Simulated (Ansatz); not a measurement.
# A defect in a wire: armchair graphene nanoribbon (N = 7, H edges), O placed on top of one C, part 3 of 4

What does the defect do to the conductance?

Ansatz 0.2.0; DFT PBE, plane waves, PAW; relaxation of a wire's period (the session's first sound run).

So far. Step 2 (The relaxed wire): The cell's length comes to 4.300 Å with spin left out. Step 3 (The perfect wire): At the computed energy nearest the Fermi level there are 0 channels a spin, and the thermal average gives 1.4e-13 G₀; the gap is 1.57 eV.

## 4. Relaxing the junction

This step: DFT PBE, plane waves, PAW; relaxation of a junction in a wire, ends held (Ansatz 0.2.0).

System of this step: armchair graphene nanoribbon (N = 7, H edges), O placed on top of one C. The cell holds 127 atoms: 98 C, 28 H and 1 O. Cell: a = 16.232 Å, b = 7.000 Å, c = 30.099 Å, α = 90.0°, β = 90.0°, γ = 90.0°. Regions: held atoms, 72 atoms (56 C and 16 H); free atoms, 55 atoms (42 C, 12 H and 1 O). Vacuum lies along a and b. The structure's axis is c.

55 atoms at the defect are free to relax, while 72 stay where the perfect wire has them, so that the ends still repeat as a lead. The cutoff is set under the files' recommended one to save time.

The input, input.yaml:

```yaml
crystal:
  lattice:
    - [16.232, 0.0, 0.0]
    - [0.0, 7.0, 0.0]
    - [0.0, 0.0, 30.0987486095]
  atoms:
    - { symbol: C, position: [0.27384413, 0.5, 0.001052437] }
    - { symbol: C, position: [0.423835595, 0.5, 0.999963325] }
    - { symbol: C, position: [0.576164405, 0.5, 0.999963325] }
    - { symbol: C, position: [0.72615587, 0.5, 0.001052437] }
    - { symbol: C, position: [0.27384413, 0.5, 0.046566611] }
    - { symbol: C, position: [0.423835595, 0.5, 0.047655723] }
    - { symbol: C, position: [0.576164405, 0.5, 0.047655723] }
    - { symbol: C, position: [0.72615587, 0.5, 0.046566611] }
    - { symbol: H, position: [0.214810776, 0.5, 0.063659105] }
    - { symbol: H, position: [0.785189224, 0.5, 0.063659105] }
    - { symbol: C, position: [0.348109842, 0.5, 0.071306449] }
    - { symbol: C, position: [0.5, 0.5, 0.071620984] }
    - { symbol: C, position: [0.651890158, 0.5, 0.071306449] }
    - { symbol: C, position: [0.348109842, 0.5, 0.119169742] }
    - { symbol: C, position: [0.5, 0.5, 0.118855206] }
    - { symbol: C, position: [0.651890158, 0.5, 0.119169742] }
    - { symbol: H, position: [0.214810776, 0.5, 0.126817085] }
    - { symbol: H, position: [0.785189224, 0.5, 0.126817085] }
    - { symbol: C, position: [0.27384413, 0.5, 0.143909579] }
    - { symbol: C, position: [0.423835595, 0.5, 0.142820468] }
    - { symbol: C, position: [0.576164405, 0.5, 0.142820468] }
    - { symbol: C, position: [0.72615587, 0.5, 0.143909579] }
    - { symbol: C, position: [0.27384413, 0.5, 0.189423754] }
    - { symbol: C, position: [0.423835595, 0.5, 0.190512865] }
    - { symbol: C, position: [0.576164405, 0.5, 0.190512865] }
    - { symbol: C, position: [0.72615587, 0.5, 0.189423754] }
    - { symbol: H, position: [0.214810776, 0.5, 0.206516248] }
    - { symbol: H, position: [0.785189224, 0.5, 0.206516248] }
    - { symbol: C, position: [0.348109842, 0.5, 0.214163592] }
    - { symbol: C, position: [0.5, 0.5, 0.214478127] }
[... 91 atom lines left out ...]
    - { symbol: C, position: [0.348109842, 0.5, 0.976312599] }
    - { symbol: C, position: [0.5, 0.5, 0.975998064] }
    - { symbol: C, position: [0.651890158, 0.5, 0.976312599] }
    - { symbol: H, position: [0.214810776, 0.5, 0.983959943] }
    - { symbol: H, position: [0.785189224, 0.5, 0.983959943] }
    - { symbol: O, position: [0.72615587, 0.702857143, 0.47513804], spin: 0.4 }
magnetization:
  spin_polarized: true
kpoints:
  mp_grid: { grid: [1, 1, 1] }
scf:
  occupations: { method: fermi_dirac, width: 0.1 }
hamiltonian:
  xc: pbe
relax:
  constraints:
    - { sites: [0, 1, 2, 3, 4, 5, 6, 7, 8, 9, 10, 11, 12, 13, 14, 15, 16, 17, 18, 19, 20, 21, 22, 23, 24, 25, 26, 27, 28, 29, 30, 31, 32, 33, 34, 35, 90, 91, 92, 93, 94, 95, 96, 97, 98, 99, 100, 101, 102, 103, 104, 105, 106, 107, 108, 109, 110, 111, 112, 113, 114, 115, 116, 117, 118, 119, 120, 121, 122, 123, 124, 125] }
  f_tol: 0.06
  max_steps: 35
basis:
  ecutwfc: "350 eV"
```

Started as:

```bash
$ ansatz run input.yaml --threads 4 --pin off --max-ram 16384MiB --backend cpu --events-out ev --progress --plain --runs-dir out
```

Numbers of over 12 decimals in the logs are rounded to 6 here.

What it wrote:

```text
[...]
Crystal: 127 atoms, lattice volume = 3419.940 Å³
Basis set: ecut = 350 eV, 50895 PW (Γ), exchange–correlation on 200×90×384 points (8 copies of the dense FFT grid, shifted against one another)
Bands: 341, of which v1, the nominal top of the filled ones, is band 213 counted from 1 (212 counted from 0)
Symmetry: 1 space group operations
[...]
k-points: 1
[...]
Starting moments: Σ|m| = 0.4 μB on 1 of 127 sites
[...]
SCF iter   1: F=—  HF=-25666.459247 eV  |F-HF|=—  |Δ(HF+E_count)|=         —  Δρ=3.67e-2 (↑3.64e-2 ↓3.67e-2)  dr2=1.84e2  dr2_m=7.75e-2  M=0.013 μB ∫|m|=0.182 μB  β_m=0.30  ethr=3.10e-3  ⟨swp⟩=8.0  Hψ=3436  notcnv=0  defer=96
[...]
spin=Collinear: Resta preconditioning applied to the charge; magnetization (m = ρ↑ − ρ↓) channel mixes plain (no charge-response kernel on spin).
SCF iter   2: F=—  HF=-25620.379228 eV  |F-HF|=—  |Δ(HF+E_count)|=    4.61e1  Δρ=2.32e-2 (↑2.32e-2 ↓2.31e-2)  dr2=6.83e1  dr2_m=2.64e-2  M=0.066 μB ∫|m|=0.228 μB  β_m=0.30  ethr=3.10e-3  ⟨swp⟩=3.0  Hψ=1276  notcnv=0  defer=208
[...]
SCF iter   6: F=—  HF=-25594.848239 eV  |F-HF|=—  |Δ(HF+E_count)|=   7.84e-3  Δρ=9.77e-4 (↑9.77e-4 ↓7.71e-4)  dr2=5.25e-2  dr2_m=5.49e-3  M=0.021 μB ∫|m|=0.099 μB  β_m=0.30  ethr=7.79e-5  ⟨swp⟩=4.0  Hψ=983  notcnv=0  defer=206
[...]
spin-set hold released at iteration 6 (site moments contracting): the magnetisation degrees of freedom join the quasi-Newton model from the next iteration; the mixer history was flushed
SCF iter   7: F=—  HF=-25594.852034 eV  |F-HF|=—  |Δ(HF+E_count)|=   3.80e-3  Δρ=7.42e-4 (↑5.68e-4 ↓7.42e-4)  dr2=2.73e-2  dr2_m=3.95e-3  M=0.016 μB ∫|m|=0.083 μB  β_m=0.42  ethr=1.23e-5  ⟨swp⟩=2.0  Hψ=1108  notcnv=0  defer=206
[...]
SCF iter  16: F=-25594.860240 eV  HF=-25594.860241 eV  |F-HF|=3.66e-7  |Δ(HF+E_count)|=   4.27e-7  Δρ=3.81e-6 (↑3.81e-6 ↓3.42e-6)  dr2=7.75e-7  dr2_m=3.12e-7  M=-0.000 μB ∫|m|=0.003 μB  ethr=7.11e-10  ⟨swp⟩=2.0  Hψ=1116  notcnv=0
WARN: the starting moments were not kept: the SCF closed with an absolute magnetisation of 3.1e-3 μB, where they sum to 0.4 μB in size (1 site). That is at most 0.1 of that sum. Measured as dr2_m measures the in/out step, that magnetisation stands 5.5e-7 eV from none, at or under the dr2_threshold of 9.0e-5 eV: it is no larger than a step whose dr2_m would equal this threshold. The system may hold no moment; this SCF [...]
SCF 1 converged in 16 iterations: F = -25594.860240 eV  dr2 = 7.75e-7
[...]
relax step   1: F+E_penalty+E_count = -25594.86024038 eV  Δ(F+E_penalty+E_count) = +0.000e0 eV  max|allowed force component| = 3.975e0 eV/Å  Δτ_max = 0.0000 Å  (16 SCF iters, dr2 threshold 9.00e-5 eV, accepted)
[...]
Starting moments: Σ|m| = 0.4 μB on 1 of 127 sites; this step starts from the density that it was given
[...]
SCF iter   9: F=-25595.828365 eV  HF=-25595.828365 eV  |F-HF|=2.03e-7  |Δ(HF+E_count)|=   5.66e-7  Δρ=4.15e-6 (↑3.66e-6 ↓4.15e-6)  dr2=6.99e-7  dr2_m=3.64e-7  M=0.000 μB ∫|m|=0.002 μB  ethr=6.59e-10  ⟨swp⟩=1.0  Hψ=1592  notcnv=0
the starting moments were not kept: the SCF closed with an absolute magnetisation of 2.4e-3 μB, where they sum to 0.4 μB in size (1 site). That is at most 0.1 of that sum. Measured as dr2_m measures the in/out step, that magnetisation stands 6.8e-7 eV from none, at or under the dr2_threshold of 1.0e-4 eV: it is no larger than a step whose dr2_m would equal this threshold.
SCF 2 converged in 9 iterations: F = -25595.828365 eV  dr2 = 6.99e-7
[...]
relax step   2: F+E_penalty+E_count = -25595.82836475 eV  Δ(F+E_penalty+E_count) = -9.681e-1 eV  max|allowed force component| = 2.382e0 eV/Å  Δτ_max = 0.1962 Å  (9 SCF iters, dr2 threshold 1.00e-4 eV, accepted)
SCF iter   1: F=—  HF=-25596.443802 eV  |F-HF|=—  |Δ(HF+E_count)|=         —  Δρ=2.58e-3 (↑2.58e-3 ↓2.58e-3)  dr2=3.40e-1  dr2_m=1.72e-2  M=0.000 μB ∫|m|=0.028 μB  β_m=0.30  ethr=6.02e-4  ⟨swp⟩=5.0  Hψ=1748  notcnv=0  defer=206
[...]
SCF iter   9: F=-25596.402492 eV  HF=-25596.402493 eV  |F-HF|=4.71e-7  |Δ(HF+E_count)|=   7.76e-7  Δρ=3.35e-6 (↑3.00e-6 ↓3.35e-6)  dr2=7.90e-7  dr2_m=1.96e-7  M=0.000 μB ∫|m|=0.001 μB  ethr=4.86e-10  ⟨swp⟩=1.0  Hψ=1594  notcnv=0
[...]
SCF 3 converged in 9 iterations: F = -25596.402492 eV  dr2 = 7.90e-7
[...]
relax step   3: F+E_penalty+E_count = -25596.40249248 eV  Δ(F+E_penalty+E_count) = -5.741e-1 eV  max|allowed force component| = 1.919e0 eV/Å  Δτ_max = 0.1950 Å  (9 SCF iters, dr2 threshold 1.00e-4 eV, accepted)
[... from here on, the SCF cycles and remarks between the steps are left out ...]
relax step   4: F+E_penalty+E_count = -25596.70108358 eV  Δ(F+E_penalty+E_count) = -2.986e-1 eV  max|allowed force component| = 2.018e0 eV/Å  Δτ_max = 0.1977 Å  (8 SCF iters, dr2 threshold 1.00e-4 eV, accepted)
relax step   5: F+E_penalty+E_count = -25597.04545935 eV  Δ(F+E_penalty+E_count) = -3.444e-1 eV  max|allowed force component| = 1.259e0 eV/Å  Δτ_max = 0.1949 Å  (8 SCF iters, dr2 threshold 1.00e-4 eV, accepted)
relax step   6: F+E_penalty+E_count = -25597.19793279 eV  Δ(F+E_penalty+E_count) = -1.525e-1 eV  max|allowed force component| = 5.703e-1 eV/Å  Δτ_max = 0.2000 Å  (8 SCF iters, dr2 threshold 1.00e-4 eV, accepted)
relax step   7: F+E_penalty+E_count = -25597.24103482 eV  Δ(F+E_penalty+E_count) = -4.310e-2 eV  max|allowed force component| = 4.207e-1 eV/Å  Δτ_max = 0.1676 Å  (7 SCF iters, dr2 threshold 6.67e-5 eV, accepted)
relax step   8: F+E_penalty+E_count = -25597.25819207 eV  Δ(F+E_penalty+E_count) = -1.716e-2 eV  max|allowed force component| = 1.945e-1 eV/Å  Δτ_max = 0.0793 Å  (8 SCF iters, dr2 threshold 3.63e-5 eV, accepted)
relax step   9: F+E_penalty+E_count = -25597.26444795 eV  Δ(F+E_penalty+E_count) = -6.256e-3 eV  max|allowed force component| = 1.571e-1 eV/Å  Δτ_max = 0.0611 Å  (8 SCF iters, dr2 threshold 8.08e-6 eV, accepted)
relax step  10: F+E_penalty+E_count = -25597.26939576 eV  Δ(F+E_penalty+E_count) = -4.948e-3 eV  max|allowed force component| = 1.859e-1 eV/Å  Δτ_max = 0.0879 Å  (8 SCF iters, dr2 threshold 5.28e-6 eV, accepted)
relax step  11: F+E_penalty+E_count = -25597.27140097 eV  Δ(F+E_penalty+E_count) = -2.005e-3 eV  max|allowed force component| = 8.447e-2 eV/Å  Δτ_max = 0.0486 Å  (7 SCF iters, dr2 threshold 2.26e-5 eV, accepted)
[...]
atom  12  C      0.00842960    -0.00003501    -0.00966622
  atom  13  C     -0.00736704     0.00011189     0.00268424
  atom  14  C     -0.00577006    -0.00005038     0.02269190
  atom  15  C      0.00123348    -0.00002886     0.00968871
  atom  16  C     -0.03005857    -0.00032719    -0.00337101
  atom  17  H     -0.03235518     0.00003470    -0.01631668
  atom  18  H      0.03269403     0.00019490    -0.01557563
  atom  19  C      0.03494931     0.00007328    -0.03329992
  atom  20  C      0.00087738     0.00085178    -0.00531991
  atom  21  C      0.00403693    -0.00041995    -0.02270835
  atom  22  C     -0.00968812    -0.00045174     0.01550704
  atom  23  C      0.03761707    -0.00078346     0.03314510
  atom  24  C     -0.02742408    -0.00048685     0.00178390
  atom  25  C     -0.06309740     0.00129224     0.02008038
  atom  26  C      0.00607896    -0.00038681    -0.01640888
  atom  27  H     -0.03270114     0.00028113     0.01669103
  atom  28  H      0.03180360     0.00038477     0.01640274
  atom  29  C      0.00630987    -0.01510377    -0.05608535
  atom  30  C      0.03029276    -0.00281348    -0.04060320
  atom  31  C      0.01456046     0.00649342     0.09873235
  atom  32  C     -0.01792622     0.01831746     0.03502321
  atom  33  C     -0.01235229     0.01821373    -0.06853841
  atom  34  C     -0.02124309    -0.05394454    -0.07005182
  atom  35  H      0.01992923     0.00450058     0.02306485
  atom  36  H      0.05364581     0.03256543    -0.02203968
  atom  37  C     -0.00046259     0.00194997     0.00244534
  atom  38  C     -0.00122017    -0.00033572     0.00122183
  atom  39  C      0.00045877    -0.00166477    -0.00085636
  atom  40  C     -0.00471898     0.00279738     0.00157674
[...]
atom 116  C     -0.02185492     0.00016543     0.01118956
  atom 117  H     -0.03243439     0.00000236     0.01644849
  atom 118  H      0.03249143    -0.00007888     0.01627001
  atom 119  C      0.00348049    -0.00003215    -0.01877055
  atom 120  C      0.00191630     0.00002646    -0.00696794
  atom 121  C     -0.01138845     0.00015108    -0.00899607
  atom 122  C      0.00374191    -0.00003512     0.01880587
  atom 123  C      0.00208181     0.00002890     0.00692455
  atom 124  C     -0.01098404    -0.00003898     0.00906879
  atom 125  H     -0.03243812    -0.00000318    -0.01641695
  atom 126  H      0.03249310    -0.00000964    -0.01624629
  atom 127  O      0.01160352     0.02599333     0.01324768
  max |Σ_I F_I| component: 1.55e-5 eV/Å
--- Relaxed structure (12 steps of the walk, 12 accepted, 0 SCFs on fresh bases) ---
  F+E_penalty+E_count = -25597.27297898 eV   max|allowed force component| = 3.263e-2 eV/Å
  atoms:
    - { symbol: C, position: [0.27384413, 0.500000, 0.001052437] }
    - { symbol: C, position: [0.423835595, 0.500000, 0.999963] }
    - { symbol: C, position: [0.576164405, 0.500000, 0.999963] }
    - { symbol: C, position: [0.726156, 0.500000, 0.001052437] }
    - { symbol: C, position: [0.27384413, 0.500000, 0.046567] }
    - { symbol: C, position: [0.423835595, 0.500000, 0.047656] }
    - { symbol: C, position: [0.576164405, 0.500000, 0.047656] }
    - { symbol: C, position: [0.726156, 0.500000, 0.046567] }
    - { symbol: H, position: [0.214811, 0.500000, 0.063659] }
    - { symbol: H, position: [0.785189, 0.500000, 0.063659] }
    - { symbol: C, position: [0.348109842, 0.500000, 0.071306] }
    - { symbol: C, position: [0.5, 0.500000, 0.071620984] }
    - { symbol: C, position: [0.651890158, 0.500000, 0.071306] }
    - { symbol: C, position: [0.348109842, 0.500000, 0.119170] }
    - { symbol: C, position: [0.5, 0.500000, 0.118855] }
    - { symbol: C, position: [0.651890158, 0.500000, 0.119170] }
    - { symbol: H, position: [0.214811, 0.500000, 0.126817] }
    - { symbol: H, position: [0.785189, 0.500000, 0.126817] }
    - { symbol: C, position: [0.27384413, 0.500000, 0.143910] }
    - { symbol: C, position: [0.423835595, 0.500000, 0.142820] }
    - { symbol: C, position: [0.576164405, 0.500000, 0.142820] }
    - { symbol: C, position: [0.726156, 0.500000, 0.143910] }
    - { symbol: C, position: [0.27384413, 0.500000, 0.189424] }
    - { symbol: C, position: [0.423835595, 0.500000, 0.190513] }
    - { symbol: C, position: [0.576164405, 0.500000, 0.190513] }
    - { symbol: C, position: [0.726156, 0.500000, 0.189424] }
    - { symbol: H, position: [0.214811, 0.500000, 0.206516] }
    - { symbol: H, position: [0.785189, 0.500000, 0.206516] }
    - { symbol: C, position: [0.348109842, 0.500000, 0.214164] }
    - { symbol: C, position: [0.5, 0.500000, 0.214478] }
    - { symbol: C, position: [0.651890158, 0.500000, 0.214164] }
    - { symbol: C, position: [0.348109842, 0.500000, 0.262027] }
    - { symbol: C, position: [0.5, 0.500000, 0.261712] }
    - { symbol: C, position: [0.651890158, 0.500000, 0.262027] }
    - { symbol: H, position: [0.214811, 0.500000, 0.269674228] }
    - { symbol: H, position: [0.785189, 0.500000, 0.269674228] }
    - { symbol: C, position: [0.273973, 0.500735, 0.286768] }
    - { symbol: C, position: [0.423907, 0.500428, 0.285674] }
    - { symbol: C, position: [0.576131, 0.499824, 0.285573] }
    - { symbol: C, position: [0.726278, 0.499692, 0.286850] }
    - { symbol: C, position: [0.274156, 0.502729, 0.332369] }
    - { symbol: C, position: [0.423960, 0.501857, 0.333305] }
    - { symbol: C, position: [0.575880, 0.498950, 0.333192] }
    - { symbol: C, position: [0.726515, 0.499235, 0.332280] }
    - { symbol: H, position: [0.215103, 0.503842, 0.349511] }
    - { symbol: H, position: [0.785413, 0.503369, 0.349559] }
    - { symbol: C, position: [0.348489, 0.503421, 0.356972] }
    - { symbol: C, position: [0.500398, 0.501501, 0.357222] }
    - { symbol: C, position: [0.651780, 0.496569, 0.357015] }
    - { symbol: C, position: [0.348948, 0.504975, 0.404971] }
[...]
- { symbol: H, position: [0.215644, 0.503616, 0.412518] }
    - { symbol: H, position: [0.781411, 0.412175, 0.411798] }
[...]
- { symbol: H, position: [0.215643, 0.504193, 0.492282] }
    - { symbol: H, position: [0.781533, 0.417433, 0.493666] }
[...]
- { symbol: H, position: [0.215154, 0.506096, 0.555238] }
    - { symbol: H, position: [0.785202, 0.523354, 0.555246] }
[...]
- { symbol: H, position: [0.214837, 0.502840, 0.634993] }
    - { symbol: H, position: [0.785293, 0.520497, 0.635205] }
[...]
- { symbol: H, position: [0.214764, 0.500000, 0.698217] }
    - { symbol: H, position: [0.785267, 0.499096, 0.698246] }
[...]
- { symbol: H, position: [0.214811, 0.500000, 0.777945] }
    - { symbol: H, position: [0.785189, 0.500000, 0.777945] }
[...]
- { symbol: H, position: [0.214811, 0.500000, 0.841103] }
    - { symbol: H, position: [0.785189, 0.500000, 0.841103] }
[...]
- { symbol: C, position: [0.576164405, 0.500000, 0.857106] }
    - { symbol: C, position: [0.726156, 0.500000, 0.858195] }
    - { symbol: C, position: [0.27384413, 0.500000, 0.903709] }
    - { symbol: C, position: [0.423835595, 0.500000, 0.904799] }
    - { symbol: C, position: [0.576164405, 0.500000, 0.904799] }
    - { symbol: C, position: [0.726156, 0.500000, 0.903709] }
    - { symbol: H, position: [0.214811, 0.500000, 0.920802] }
    - { symbol: H, position: [0.785189, 0.500000, 0.920802] }
    - { symbol: C, position: [0.348109842, 0.500000, 0.928449] }
    - { symbol: C, position: [0.5, 0.500000, 0.928764] }
    - { symbol: C, position: [0.651890158, 0.500000, 0.928449] }
    - { symbol: C, position: [0.348109842, 0.500000, 0.976313] }
    - { symbol: C, position: [0.5, 0.500000, 0.975998] }
    - { symbol: C, position: [0.651890158, 0.500000, 0.976313] }
    - { symbol: H, position: [0.214811, 0.500000, 0.983960] }
    - { symbol: H, position: [0.785189, 0.500000, 0.983960] }
    - { symbol: O, position: [0.756469, 0.656985, 0.451889] }
[key lines of the parts left out:]
SCF converged after 11 iterations
Magnetization: 0.0000 μB (213.0000 up, 213.0000 down)
Free energy (F): -25597.272979 eV
Fermi energy:    -0.986378 eV
```

The job ended after 9 min (4 threads of Arm Neoverse V1, shared host; peak memory 4.5 GiB).

Relaxation path:

| step | energy less that of the first step (eV) | largest force component (eV/Å) |
| --- | --- | --- |
| 1 | 0.0000 | 3.9752 |
| 2 | -0.9681 | 2.3817 |
| 3 | -1.5423 | 1.9191 |
| 4 | -1.8408 | 2.0177 |
| 5 | -2.1852 | 1.2590 |
| 6 | -2.3377 | 0.5703 |
| 7 | -2.3808 | 0.4207 |
| 8 | -2.3980 | 0.1945 |
| 9 | -2.4042 | 0.1571 |
| 10 | -2.4092 | 0.1859 |
| 11 | -2.4112 | 0.0845 |
| 12 | -2.4127 | 0.0326 |

The atoms that moved most (Å):

| atom | dx | dy | dz | length |
| --- | --- | --- | --- | --- |
| O127 | 0.492 | -0.321 | -0.700 | 0.914 |
| H54 | -0.061 | -0.615 | -0.022 | 0.618 |
| H64 | -0.059 | -0.578 | 0.043 | 0.583 |
| H72 | 0.000 | 0.163 | -0.004 | 0.164 |
| H82 | 0.002 | 0.143 | 0.004 | 0.144 |
| C58 | 0.072 | -0.091 | -0.046 | 0.125 |
| C62 | 0.072 | -0.070 | 0.052 | 0.113 |
| C76 | 0.006 | 0.087 | 0.003 | 0.088 |

Numbers from this step:

```yaml
energy_at_zero_smearing: -25597.2720 eV
```

The largest force component on a free atom ends at 0.033 eV/Å, under the limit of 0.06. O ends nearest to C at 1.45 Å and C at 1.45 Å.

[end of part 3 of 4]

[Logs are printed without paths, hosts, clocks, repeated set-up lines and the standing remarks that a program may print on its own settings, such as how far it seeks lower states.]

[Hosts, paths, dates, database ids (printed as entryN), source tags and the programs' standing remarks are cut or masked in the printed files.]
